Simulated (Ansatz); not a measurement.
The system is P.

```
P
1.0
     1.64774   -5.46504    0.00000
     1.64774    5.46504    0.00000
     0.00000    0.00000    4.54364
P
4
Cartesian
  1.6477 -4.4173 2.6754
  1.6477 4.4173 1.8683
  1.6477 -1.0477 0.4035
  1.6477 1.0477 4.1401
```

Base run:

| Quantity | Value |
| --- | --- |
| Program | Ansatz 0.2.0 |
| Functional | m-r2SCAN |
| Potentials or basis | Ansatz PAW |
| Cutoff | 500 eV (not typed: the program's choice for these potentials) |
| k mesh | 8 × 8 × 6 |
| Occupations | fermi-dirac, width 0.05 eV |
| Spin | no spin polarisation |

Its results: band gap on the k mesh 0.23 eV, direct; pressure 0.7 GPa; largest force 0.090 eV/Å.

Question: The run is repeated on the same cell with these changes: functional from m-r2SCAN to PBE; cutoff from 500 eV (not typed: the program's choice for these potentials) to 250 eV. What comes out?

Answer: Band gap on the k mesh 0.11 eV, direct; pressure 1.7 GPa; largest force 0.274 eV/Å.

m-r2SCAN gives the wider gap, since meta-GGAs in the generalised Kohn-Sham scheme recover part of the derivative discontinuity.

Caveats: the PAW data sets come from PBE, with cores solved anew for the run's functional, which leaves a small shift of forces and pressure (some runs); the pressure holds a Pulay correction of +5.8 GPa for the finite cutoff (some runs); the cutoff lies under the one recommended for these potentials (some runs).
